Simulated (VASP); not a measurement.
# TiAl (Pm-3m) in VASP: settings compared

Aim: see how the results for TiAl move with the level of theory and the settings. Levels: PBE, PBE+TS. Tasks: electron localisation function, relaxation of cell and atoms.

All numbers are computed with VASP 6.6.1; they aren't measurements. Logs are shortened: lines on timing, memory, paths and dates and some standing lists are left out, and cuts for length are marked.

## 1. The structure

Symmetry: Pm-3m, No. 221, cubic system. The conventional cell has a = 3.179 Å, b = 3.179 Å, c = 3.179 Å, α = 90.00°, β = 90.00°, γ = 90.00°. Around Ti (site symmetry m-3m) lie 8 Al at 2.75 Å. Around Al (site symmetry m-3m) lie 8 Ti at 2.75 Å.

The cell comes from a database or a generator and needn't be the stable form of this composition.

## 2. Electron localisation function, PBE, collinear spin, ferromagnetic start

Input file INCAR:

```
SYSTEM = TiAl
ALGO = Normal
EDIFF = 1E-6
ENCUT = 500
GGA = PE
ISIF = 2
ISMEAR = -5
ISPIN = 2
LASPH = .True.
LCHARG = .True.
LELF = .True.
LMAXMIX = 4
LORBIT = 11
LREAL = .False.
LWAVE = .False.
MAGMOM = 1 0
NELM = 60
PREC = Accurate
SIGMA = 0.05
```

Input file KPOINTS:

```
k-points
0
Gamma
  8 8 8
  0 0 0
```

Input file POSCAR:

```
TiAl
1.0
    3.1790640000      0.0000000000      0.0000000000
    0.0000000000      3.1790640000      0.0000000000
    0.0000000000      0.0000000000      3.1790640000
Ti Al
1 1
Direct
    0.0000000000      0.0000000000      0.0000000000
    0.5000000000      0.5000000000      0.5000000000
```

Potentials or basis: VASP PAW PBE potentials, release 54 (Ti, Al).

Command:

```console
cat potpaw_PBE.54/Ti/POTCAR potpaw_PBE.54/Al/POTCAR > POTCAR
mpirun -np 1 vasp_std > vasp.out
```

OUTCAR:

```text
SYSTEM = TiAl
   EDIFF = 1E-6
   ENCUT = 500
   GGA = PE
   ISIF = 2
   ISMEAR = -5
   ISPIN = 2
   LASPH = .True.
   LORBIT = 11
   LREAL = .False.
   NELM = 60
   PREC = Accurate

 ion  position               nearest neighbor table
   1  0.000  0.000  0.000-   2 2.75   2 2.75   2 2.75   2 2.75   2 2.75   2 2.75   2 2.75   2 2.75

   2  0.500  0.500  0.500-   1 2.75   1 2.75   1 2.75   1 2.75   1 2.75   1 2.75   1 2.75   1 2.75

  LATTYP: Found a simple cubic cell.
 ALAT       =     3.1790640000

  Lattice vectors:

 A1 = (   3.1790640000,   0.0000000000,   0.0000000000)
 A2 = (   0.0000000000,   3.1790640000,   0.0000000000)
 A3 = (   0.0000000000,   0.0000000000,   3.1790640000)

Analysis of symmetry for initial positions (statically):
=====================================================================
 Subroutine PRICEL returns:
 Original cell was already a primitive cell.

 Routine SETGRP: Setting up the symmetry group for a
 simple cubic supercell.

 Subroutine GETGRP returns: Found 48 space group operations
 (whereof 48 operations were pure point group operations)
 out of a pool of 48 trial point group operations.

The static configuration has the point symmetry O_h .

Analysis of symmetry for dynamics (positions and initial velocities):
=====================================================================
 Subroutine PRICEL returns:
 Original cell was already a primitive cell.

 Routine SETGRP: Setting up the symmetry group for a
 simple cubic supercell.

 Subroutine GETGRP returns: Found 48 space group operations
 (whereof 48 operations were pure point group operations)
 out of a pool of 48 trial point group operations.

The dynamic configuration has the point symmetry O_h .

Analysis of structural, dynamic, and magnetic symmetry:
=====================================================================
 Subroutine PRICEL returns:
 Original cell was already a primitive cell.

 Routine SETGRP: Setting up the symmetry group for a
 simple cubic supercell.

 Subroutine GETGRP returns: Found 48 space group operations
 (whereof 48 operations were pure point group operations)
 out of a pool of 48 trial point group operations.

The overall configuration has the point symmetry O_h .

 Subroutine INISYM returns: Found 48 space group operations
 (whereof 48 operations are pure point group operations),
 and found     1 'primitive' translations

----------------------------------------------------------------------------------------

                                     Primitive cell

  volume of cell :      32.1290

  direct lattice vectors                    reciprocal lattice vectors
     3.179064000  0.000000000  0.000000000     0.314557996  0.000000000  0.000000000
     0.000000000  3.179064000  0.000000000     0.000000000  0.314557996  0.000000000
     0.000000000  0.000000000  3.179064000     0.000000000  0.000000000  0.314557996

  length of vectors
     3.179064000  3.179064000  3.179064000     0.314557996  0.314557996  0.314557996

  position of ions in fractional coordinates (direct lattice)
     0.000000000  0.000000000  0.000000000
     0.500000000  0.500000000  0.500000000

  ion indices of the primitive-cell ions
   primitive index   ion index
                 1           1
                 2           2

----------------------------------------------------------------------------------------

 KPOINTS: k-points

Automatic generation of k-mesh.
 Grid dimensions read from file:
 generate k-points for:    8    8    8

 Generating k-lattice:

  Cartesian coordinates                     Fractional coordinates (reciprocal lattice)
     0.039319749  0.000000000  0.000000000     0.125000000  0.000000000  0.000000000
     0.000000000  0.039319749  0.000000000     0.000000000  0.125000000  0.000000000
     0.000000000  0.000000000  0.039319749     0.000000000  0.000000000  0.125000000

  Length of vectors
     0.039319749  0.039319749  0.039319749

  Shift w.r.t. Gamma in fractional coordinates (k-lattice)
     0.000000000  0.000000000  0.000000000

 TETIRR: Found    250 inequivalent tetrahedra from     3072

 Subroutine IBZKPT returns following result:
 ===========================================

 Found     35 irreducible k-points:

 Following reciprocal coordinates:
            Coordinates               Weight
  0.000000  0.000000  0.000000      1.000000
  0.125000  0.000000  0.000000      6.000000
  0.250000  0.000000  0.000000      6.000000
  0.375000  0.000000  0.000000      6.000000
  0.500000  0.000000  0.000000      3.000000
  0.125000  0.125000  0.000000     12.000000
[... 16 lines left out ...]
  0.375000  0.375000  0.125000     24.000000
  0.500000  0.375000  0.125000     24.000000
 [... further k-points ...]
   k-points           NKPTS =     35   k-points in BZ     NKDIM =     35   number of bands    NBANDS=      8
   number of dos      NEDOS =    301   number of ions     NIONS =      2
   total plane-waves  NPLWV =  13824
   dimension x,y,z NGX =    24 NGY =   24 NGZ =   24
   dimension x,y,z NGXF=    48 NGYF=   48 NGZF=   48
   ions per type =               1   1
   NGX,Y,Z   is equivalent  to a cutoff of  12.55, 12.55, 12.55 a.u.
   NGXF,Y,Z  is equivalent  to a cutoff of  25.10, 25.10, 25.10 a.u.
 SYSTEM =  TiAl
   PREC   = accura    normal or accurate (medium, high low for compatibility)
   ISTART =      0    job   : 0-new  1-cont  2-samecut
   ICHARG =      2    charge: 1-file 2-atom 10-const
   ISPIN  =      2    spin polarized calculation?
   LNONCOLLINEAR =      F non collinear calculations
   LSORBIT =      F    spin-orbit coupling
   LASPH  =      T    aspherical Exc in radial PAW
   ENCUT  =  500.0 eV  36.75 Ry    6.06 a.u.   5.80  5.80  5.80*2*pi/ulx,y,z
   NELM   =     60;   NELMIN=  2; NELMDL= -5     # of ELM steps
   EDIFF  = 0.1E-05   stopping-criterion for ELM
   LREAL  =      F    real-space projection
   EDIFFG = 0.1E-04   stopping-criterion for IOM
   NSW    =      0    number of steps for IOM
   IBRION =     -1    ionic relax: 0-MD 1-quasi-New 2-CG
   NFREE  =      0    steps in history (QN), initial steepest desc. (CG)
   ISIF   =      2    stress and relaxation
   ISYM   =      2    0-nonsym 1-usesym 2-fastsym
   POTIM  = 0.5000    time-step for ionic-motion
   TEBEG  =    0.0;   TEEND  =   0.0 temperature during run
   PSTRESS=    0.0 pullay stress
   NELECT =       7.0000    total number of electrons
   NUPDOWN=      -1.0000    fix difference up-down
   EMIN   =  10.00;   EMAX   =-10.00  energy-range for DOS
   EFERMI =   0.00;   METHOD = LEGACY
   ISMEAR =    -5;   SIGMA  =   0.05  broadening in eV -4-tet -1-fermi 0-gaus
   EFERMI_NEDOS =   21; number of points for ismear=-14 and -15
   IALGO  =     38    algorithm
   IMIX   =      4    mixing-type and parameters
     AMIX     =   0.40;   BMIX     =  1.00
     AMIX_MAG =   1.60;   BMIX_MAG =  1.00
  volume/ion in A,a.u.               =      16.06       108.41
  Fermi-wavevector in a.u.,A,eV,Ry     =   0.985088  1.861546 13.203064  0.970398
  Thomas-Fermi vector in A             =   2.116369
   LORBIT       =     11    0 simple, 1 ext, 2 COOP (PROOUT), +10 PAW based schemes
   GGA     = PE    functional components
   LHFCALC =     F    Hartree Fock is set to
   AEXX    =    0.0000 exact exchange contribution
   IVDW    =     0    specifies the selected vdW correction
   LEPSILON=     F    determine dielectric tensor
   LRPA    =     F    only Hartree local field effects (RPA)
 spin polarized calculation
 Fermi weights with tetrahedron method with Bloechl corrections
  energy-cutoff  :      500.00
  volume of cell :       32.13
 maximum number of plane-waves:       840
 NGX is ok and might be reduce to    24
   NGX = 11   NGY = 11   NGZ = 11

 number of electron       7.0000000 magnetization       0.0103944

 number of electron       7.0000000 magnetization      -0.0026264

 Free energy of the ion-electron system (eV)
  ---------------------------------------------------
  ext. energy  EPLUGINS =         0.00000000
  ---------------------------------------------------
  free energy    TOTEN  =       -12.03534199 eV

  energy without entropy =      -12.03534199  energy(sigma->0) =      -12.03534199

 E-fermi :   5.8927     XC(G=0): -10.8488

 val. band max:        5.8574845835   @ k =   0.3750   0.1250   0.1250
 cond. band min:       5.9042059515   @ k =   0.3750   0.3750   0.2500
 fundamental gap:      0.0467213681
 Fermi energy:         5.8927284499

 spin component 1

 k-point     1 :       0.0000    0.0000    0.0000
  band No.  band energies     occupation
      1      -3.3536      1.00000
      2       4.4578      1.00000
      3       4.4578      1.00000
      4       7.6562      0.00000
      5       7.6562      0.00000
      6       7.6562      0.00000
      7      10.2772      0.00000
      8      10.2772      0.00000
[... 243 lines left out ...]
 k-point    24 :       0.5000    0.3750    0.1250
  band No.  band energies     occupation
      1       0.8570      1.00000
      2       2.9105      1.00000
      3       3.9513      1.00000
      4       5.3187      1.07337
      5       6.7667      0.00000
      6       6.7886      0.00000
      7       8.6788      0.00000
      8      10.5342      0.00000

 [... further k-points ...]

 spin component 2

 k-point     1 :       0.0000    0.0000    0.0000
  band No.  band energies     occupation
      1      -3.3542      1.00000
      2       4.4562      1.00000
      3       4.4562      1.00000
      4       7.6548      0.00000
      5       7.6548      0.00000
      6       7.6548      0.00000
      7      10.2765      0.00000
      8      10.2765      0.00000
[... 243 lines left out ...]
 k-point    24 :       0.5000    0.3750    0.1250
  band No.  band energies     occupation
      1       0.8566      1.00000
      2       2.9097      1.00000
      3       3.9506      1.00000
      4       5.3171      1.07270
      5       6.7653      0.00000
      6       6.7872      0.00000
      7       8.6771      0.00000
      8      10.5334      0.00000

 [... further k-points ...]

------------------------ aborting loop because EDIFF is reached ----------------------------------------

  FORCE on cell =-STRESS in cart. coord.  units (eV):
  Direction    XX          YY          ZZ          XY          YZ          ZX
  --------------------------------------------------------------------------------------
  -------------------------------------------------------------------------------------
  Total        0.0492901      0.0492901      0.0492901      0.0000000      0.0000000     -0.0000000
  in kB        2.4579477      2.4579477      2.4579477      0.0000000      0.0000000     -0.0000000
  external PRESSURE =       2.4579477 kB  Pullay stress =       0.0000000 kB

 VOLUME and BASIS-vectors are now :
 -----------------------------------------------------------------------------
  energy-cutoff  :      500.00
  volume of cell :       32.13
      direct lattice vectors                 reciprocal lattice vectors
     3.179064000  0.000000000  0.000000000     0.314557996  0.000000000  0.000000000
     0.000000000  3.179064000  0.000000000     0.000000000  0.314557996  0.000000000
     0.000000000  0.000000000  3.179064000     0.000000000  0.000000000  0.314557996

 POSITION                                       TOTAL-FORCE (eV/Angst)
 -----------------------------------------------------------------------------------
      0.00000      0.00000      0.00000         0.000000      0.000000      0.000000
      1.58953      1.58953      1.58953         0.000000      0.000000      0.000000
 -----------------------------------------------------------------------------------
    total drift:                               -0.000000     -0.000000      0.000000

  FREE ENERGIE OF THE ION-ELECTRON SYSTEM (eV)
  ---------------------------------------------------
  free  energy   TOTEN  =       -12.0353419871 eV

  energy  without entropy=      -12.0353419871  energy(sigma->0) =      -12.03534199

 total charge

# of ion       s       p       d       tot
------------------------------------------
    1        0.442   0.579   2.506   3.527
    2        0.422   0.399   0.000   0.821
--------------------------------------------------
tot          0.864   0.978   2.506   4.348

 magnetization (x)

# of ion       s       p       d       tot
------------------------------------------
    1       -0.000  -0.000  -0.002  -0.002
    2        0.000   0.000   0.000   0.000
--------------------------------------------------
tot         -0.000  -0.000  -0.002  -0.002
```

Run time: 12 s. Hardware: 1 thread of AMD EPYC 9R45 (Zen 5), shared host; peak memory 0.13 GiB.

Results:

```
Free energy                                           : -12.0353 eV
Pressure                                              : 0.2 GPa
Band gap on the k mesh                                : none (metal or under the smearing width)
Net moment                                            : 0.00 μB per cell
Valence electrons inside the program's atomic spheres : Ti 3.53; Al 0.82
```

Levels at points of the mesh, in eV from the Fermi level:
Spin up:
| k point | band 1 | band 2 | band 3 | band 4 | band 5 | band 6 | band 7 |
| --- | --- | --- | --- | --- | --- | --- | --- |
| (0.00, 0.00, 0.00) | -9.25 | -1.43 | -1.43 | 1.76 | 1.76 | 1.76 | 4.38 |
| (0.50, 0.00, 0.00) | -6.03 | -5.15 | -0.56 | 0.14 | 0.14 | 1.96 | 2.94 |
| (0.50, 0.50, 0.00) | -4.99 | -2.08 | -2.08 | -1.44 | 0.69 | 0.69 | 2.67 |
| (0.50, 0.50, 0.50) | -3.08 | -3.08 | -3.08 | 0.69 | 2.73 | 2.83 | 2.83 |
Spin down:
```csv
k point,band 1,band 2,band 3,band 4,band 5,band 6
"(0.00, 0.00, 0.00)",-9.25,-1.44,-1.44,1.76,1.76,1.76
"(0.50, 0.00, 0.00)",-6.03,-5.15,-0.56,0.14,0.14,1.96
"(0.50, 0.50, 0.00)",-4.99,-2.08,-2.08,-1.45,0.69,0.69
"(0.50, 0.50, 0.50)",-3.08,-3.08,-3.08,0.69,2.73,2.83
```

Caveat: tetrahedron occupations give inexact forces and stress in metals.

## 3. Relaxation of cell and atoms, PBE+TS

Input file INCAR:

```
PREC = Accurate
ENCUT = 600
EDIFF = 1E-6
ISMEAR = 1
SIGMA = 0.2
LREAL = False
LASPH = True
NELM = 100
ALGO = Normal
ISIF = 3
LWAVE = False
LCHARG = False
GGA = PE
IVDW = 2
IBRION = 2
NSW = 40
EDIFFG = -0.02
```

Input file TiAl.cif:

```cif
data_TiAl
_cell_length_a 3.17906400
_cell_length_b 3.17906400
_cell_length_c 3.17906400
_cell_angle_alpha 90.00000000
_cell_angle_beta 90.00000000
_cell_angle_gamma 90.00000000
_space_group_name_H-M_alt 'Pm-3m'
_space_group_name_Hall '-P 4 2 3'
_space_group_IT_number 221
loop_
_space_group_symop_operation_xyz
'x,y,z'
'-x,-y,-z'
'-y,x,z'
'y,-x,-z'
'-x,-y,z'
'x,y,-z'
'y,-x,z'
'-y,x,-z'
'x,-y,-z'
'-x,y,z'
'-y,-x,-z'
'y,x,z'
'-x,y,-z'
'x,-y,z'
'y,x,-z'
'-y,-x,z'
'z,x,y'
'-z,-x,-y'
'z,-y,x'
'-z,y,-x'
'z,-x,-y'
'-z,x,y'
'z,y,-x'
'-z,-y,x'
'-z,x,-y'
'z,-x,y'
'-z,-y,-x'
'z,y,x'
'-z,-x,y'
'z,x,-y'
'-z,y,x'
'z,-y,-x'
'y,z,x'
'-y,-z,-x'
'x,z,-y'
'-x,-z,y'
'-y,z,-x'
'y,-z,x'
'-x,z,y'
'x,-z,-y'
'-y,-z,x'
'y,z,-x'
'-x,-z,-y'
'x,z,y'
'y,-z,-x'
'-y,z,x'
'x,-z,y'
'-x,z,-y'
loop_
_atom_site_label
_atom_site_type_symbol
_atom_site_symmetry_multiplicity
_atom_site_Wyckoff_symbol
_atom_site_fract_x
_atom_site_fract_y
_atom_site_fract_z
_atom_site_occupancy
Ti1 Ti 1 a 0.0000000000 0.0000000000 0.0000000000 1
Al1 Al 1 b 0.5000000000 0.5000000000 0.5000000000 1
```

Input file KPOINTS:

```
regular mesh
0
Gamma
  8 8 8
```

Input file POSCAR:

```
Ti Al
 1.0000000000000000
     3.1790639999999999    0.0000000000000000    0.0000000000000000
     0.0000000000000000    3.1790639999999999    0.0000000000000000
     0.0000000000000000    0.0000000000000000    3.1790639999999999
 Ti  Al 
   1   1
Cartesian
  0.0000000000000000  0.0000000000000000  0.0000000000000000
  1.5895319999999999  1.5895319999999999  1.5895319999999999
```

Potentials or basis: VASP PAW PBE potentials, release 64 (Ti_pv, Al).

Command:

```console
ase convert -i cif -o vasp TiAl.cif POSCAR
cat potpaw_PBE.64/Ti_pv/POTCAR potpaw_PBE.64/Al/POTCAR > POTCAR
mpirun -np 1 vasp_std > vasp.out
```

Wall time 26 s (1 thread of AMD EPYC 9R45 (Zen 5), shared host); peak memory 0.15 GiB.

Results (log left out):

```yaml
Free_energy: -13.7911 eV
Relaxed_volume: 14.95 Å³/atom
Relaxed_cell: a = 3.104 Å, b = 3.104 Å, c = 3.104 Å, α = 90.00°, β = 90.00°, γ = 90.00°
Space_group_after_relaxing_to_0.05_Å: Pm-3m (No. 221)
Energy_gained_by_relaxing: 27.5 meV/atom
Ionic_steps: 4
Pressure_after_relaxing: 0.0 GPa
Band_gap_on_the_k_mesh: none (metal or under the smearing width)
Hirshfeld_charges: Ti +0.16; Al -0.16 e
Dispersion_energy_per_atom: -0.895 eV
```

Step by step:
| step | energy change (eV) | largest force (eV/Å) | pressure (GPa) | volume (Å³) |
| --- | --- | --- | --- | --- |
| 1 | 0.0000 | 0.0000 | -8.46 | 32.13 |
| 2 | -0.0134 | 0.0000 | 7.84 | 28.34 |
| 3 | -0.0551 | 0.0000 | -0.88 | 30.09 |
| 4 | -0.0550 | 0.0000 | -0.05 | 29.90 |

Final structure:
```yaml
crystal:
  lattice:
    - [3.10380, 0.00000, 0.00000]
    - [0.00000, 3.10380, 0.00000]
    - [0.00000, 0.00000, 3.10380]
  atoms:
    - { symbol: Ti, position: [0.00000, 0.00000, 0.00000] }
    - { symbol: Al, position: [0.50000, 0.50000, 0.50000] }
```

Levels at points of the mesh, in eV from the Fermi level:
```tsv
k point	band 4	band 5	band 6	band 7	band 8	band 9
(0.00, 0.00, 0.00)	-9.60	-1.62	-1.62	1.96	1.96	1.96
(0.50, 0.00, 0.00)	-6.13	-5.40	-0.64	0.16	0.16	2.19
(0.50, 0.50, 0.00)	-5.22	-2.12	-2.12	-1.55	0.74	0.74
(0.50, 0.50, 0.50)	-3.32	-3.32	-3.32	1.08	3.13	3.13
```

Caveat: atom-pairwise D2, TS and ULG terms overbind metals; pairwise dispersion overbinds metals, which lowers pressure and volume.

## 4. The reference run

An earlier run on the cell as given: functional PBEsol; potentials or basis VASP PAW PBE potentials, release 64 (Ti_sv, Al); cutoff 520 eV; k mesh 8 × 8 × 8; occupations fermi-dirac, width 0.05 eV; no spin polarisation.

- Pressure: -2.3 GPa
- Band gap on the k mesh: none (metal or under the smearing width)

## 5. Overview

| task | level | potentials or basis | spin | cell | cutoff (eV) | smearing | ladder | gap on the mesh (eV) | pressure (GPa) |
| --- | --- | --- | --- | --- | --- | --- | --- | --- | --- |
| electron localisation function | PBE | VASP PAW PBE potentials, release 54 (Ti, Al) | collinear, ferromagnetic start | as given | 500 | tetrahedron | - | none | 0.2 |
| relaxation of cell and atoms | PBE+TS | VASP PAW PBE potentials, release 64 (Ti_pv, Al) | off | relaxed | 600 | methfessel-paxton 0.2 eV | - | none | 0.0 |
| single point | PBEsol | VASP PAW PBE potentials, release 64 (Ti_sv, Al) | off | as given | 520 | fermi-dirac 0.05 eV | free | none | -2.3 |

Alike in all rows: k mesh 8 × 8 × 8.

Caveats: tetrahedron occupations give inexact forces and stress in metals (some runs); atom-pairwise D2, TS and ULG terms overbind metals (some runs); pairwise dispersion overbinds metals, which lowers pressure and volume (some runs); the PAW data sets were made with another functional, which shifts forces and pressure a little (some runs).

Total energies depend on the potentials used, so only differences within one code and one set of settings carry meaning.
